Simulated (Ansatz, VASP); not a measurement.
# One calculation of Pb, two programs

Contents of INCAR:

```
SYSTEM = Pb
PREC = Accurate
ENCUT = 520
EDIFF = 1E-7
ISMEAR = 0
SIGMA = 0.1
LREAL = .FALSE.
LASPH = .TRUE.
NELM = 100
ALGO = Normal
ISIF = 2
LWAVE = .FALSE.
LCHARG = .FALSE.
GGA = PS
NBANDS = 21
```

KPOINTS

```
regular mesh
0
G
  12 12 8
  0 0 0
```

File POSCAR:

```
Pb
1.0
    3.4923198930      0.0000000000      0.0000000000
   -1.7461599465      3.0244377455      0.0000000000
    0.0000000000      0.0000000000      5.4420886000
Pb
2
Direct
    0.3333333333      0.6666666667      0.2500000000
    0.6666666667      0.3333333333      0.7500000000
```

Input for Ansatz:

```yaml
crystal:
  lattice:
    - [3.492319893, 0.0, 0.0]
    - [-1.7461599465, 3.0244377455, 0.0]
    - [0.0, 0.0, 5.4420886]
  atoms:
    - { symbol: Pb, position: [0.3333333333, 0.6666666667, 0.25] }
    - { symbol: Pb, position: [0.6666666667, 0.3333333333, 0.75] }
basis:
  ecutwfc: 420
kpoints:
  mp_grid: { grid: [12, 12, 8] }
hamiltonian:
  xc: pbesol
scf:
  occupations: { method: gaussian, width: 0.1 }
output:
  forces: true
  stress: true
  eigenvalues: true
```

Alike in both runs: task single point; functional PBEsol; k mesh 12 × 12 × 8; occupations gaussian, width 0.1 eV; no spin polarisation.

|  | VASP | Ansatz |
| --- | --- | --- |
| version | VASP 6.6.1 | Ansatz 0.2.0 |
| potentials or method | VASP PAW PBE potentials, release 64 (Pb_d) | scalar-relativistic, plane waves, PAW |
| plane-wave cutoff (eV) | 520 | 420 |
| valence electrons in the cell | 28 | 28 |

|  | VASP | Ansatz | Ansatz less VASP |
| --- | --- | --- | --- |
| gap on the k mesh at the Fermi level (eV) | none | none | - |
| pressure (GPa) | 2.1 | 2.2 | +0.09 |
| largest component of the traceless stress (GPa) | 1.95 | 1.95 | +0.005 |

A gap of «none» marks a metal or a gap that the smearing closes. The functional is the same, so the differences come from potentials, cutoffs and numerics.

Caveats: the PAW data sets were made with another functional, which shifts forces and pressure a little (VASP). The runs have no spin-orbit coupling, so splittings on Pb are missing.
